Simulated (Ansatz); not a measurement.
**TaSi2: how the free axis answers a strain**

TaSi2, P6_422, a = 4.780 Å, c = 6.555 Å. The structure is a COD entry; whether it is the stable form wasn't checked. Ansatz: r2SCAN, PAW, 500 eV, Γ-centred 12×12×6 mesh on 9 atoms, Gaussian smearing 0.10 eV; no spin polarisation. Series: biaxial strain in the a-b plane, c and atoms relaxed; x is the strain in per cent. y is the change of c in per cent of 6.555 Å.

| x (%) | y (%) |
| --- | --- |
| -4.0 | 2.00 |
| -2.0 | 0.89 |
| 0.0 | 0.00 |
| 2.0 | ? |
| 4.0 | -1.38 |

Task: Fit y = c1 x + c2 x² to the other rows, say what c1 measures, and predict the missing y.

Result: Least squares on the rows shown. y = −0.4207 x + 0.01916 x². With no stress along c, c1 = −2C13/C33 = -0.421. At x = 2.0 the fit asked for gives -0.76 %. The run gave -0.76 %, the same to the digits shown.

Spin–orbit coupling is left out, which can shift energies with elements as heavy as these.